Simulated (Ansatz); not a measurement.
Phases of Zr at 200 GPa

Structure types of Zr are relaxed in primitive cells with their symmetry kept at 200 GPa, first on PAW files, then by LAPW. The enthalpy is E + pV at zero temperature, without zero-point motion. Only the types listed were tried, and differences under about 5 meV/atom are mesh noise. Not among the end structures: fcc, bcc, which may lie lower.

Computed with Ansatz 0.2.0; functional PBE, scalar-relativistic. Settings: Fermi–Dirac smearing of 0.1 eV, no spin polarisation. Methods: LAPW: all electrons, basis error target 0.5 meV/atom; PAW: frozen-core files, cutoff 420 eV.

k meshes: hcp 17×17×9, beta tin 18×18×18, sc 16×16×16, simple hexagonal 18×18×17.

Q: Order the types by LAPW enthalpy, lowest first.
A. hcp
B. sc
C. beta tin
D. simple hexagonal

A: A (0 meV/atom), C (563 meV/atom), D (646 meV/atom), B (1359 meV/atom).

| start type | ends as | a, b, c (Å) | V (Å³/atom) | H − H(lowest), LAPW (meV/atom) | same, PAW |
| --- | --- | --- | --- | --- | --- |
| hcp | hcp, P6_3/mmc | 2.461, 2.461, 4.414 | 11.58 | 0.0 | 0.0 |
| beta tin | beta tin, I4_1/amd | 4.400, 4.400, 2.443 | 11.82 | 563.2 | 562.9 |
| sc | sc, Pm-3m | 2.291, 2.291, 2.291 | 12.03 | 1359.0 | 1358.7 |
| simple hexagonal | simple hexagonal, P6/mmm | 2.422, 2.422, 2.345 | 11.91 | 645.5 | 645.5 |

Q: Split the lead of hcp over beta tin into energy and pV.

A: For beta tin less hcp: ΔE = +259.5 meV/atom, and p·ΔV = 200 GPa × +0.2433 Å³ × 6.242 meV/(GPa·Å³) = +303.7 meV/atom, together 563.2 meV/atom. hcp wins on both counts.
